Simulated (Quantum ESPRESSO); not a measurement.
## Se under changes of volume

One of the cells (27.261 Å³/atom); the others are scaled copies at fixed shape and fractional positions:

```
Se
1.0
     4.36620    0.00000    0.00000
    -2.18310    3.78124    0.00000
     0.00000    0.00000    4.95360
Se
3
Direct
  0.77460 0.77460 0.00000
  0.00000 0.22540 0.66667
  0.22540 0.00000 0.33333
```

* Program: Quantum ESPRESSO 7.5
* Functional: PBEsol
* Potentials or basis: GBRV 1.5 PBEsol
* Cutoff: 612 eV
* Density cutoff: 4898 eV
* k mesh: 7 × 7 × 6
* Occupations: fermi-dirac, width 0.05 eV
* Spin: no spin polarisation

```tsv
volume (Å³/atom)	energy over the lowest point (meV/atom)	pressure (GPa)	gap on the mesh (eV)	largest force (eV/Å)
25.625	21.43	4.2	1.08	1.000
26.170	9.60	2.7	1.10	0.748
26.716	?	?	?	?
27.261	0.00	0.2	1.14	0.296
27.806	1.28	-0.9	1.16	0.093
28.351	6.07	-1.9	1.13	0.096
28.896	14.00	-2.8	1.11	0.272
```

Question: What does the run at 26.716 Å³/atom give?

Answer: Energy over the lowest point 2.62 meV/atom; pressure 1.4 GPa; gap on the mesh 1.12 eV; largest force 0.514 eV/Å.

Worked out: A Birch-Murnaghan fit of order 3 (a polynomial in V^(-2/3)) to the other rows has its minimum at 27.35 Å³/atom with B0 = V·E''(V) = 57 GPa and B' = 4.4 at fixed shape and positions, which overstates the stiffness. It gives 2.62 meV/atom at 26.716 Å³/atom, against the run's 2.62, and -dE/dV = 1.4 GPa, against 1.4. A parabola through the other rows of the gap, of slope 0.852 eV per unit of ln V there, gives 1.13 eV, against the run's 1.12.

Energies are extrapolated to zero smearing.

Caveats: an odd mesh through Γ misses points on the zone boundary, where band edges often lie. Spin-orbit coupling on Se is left out.
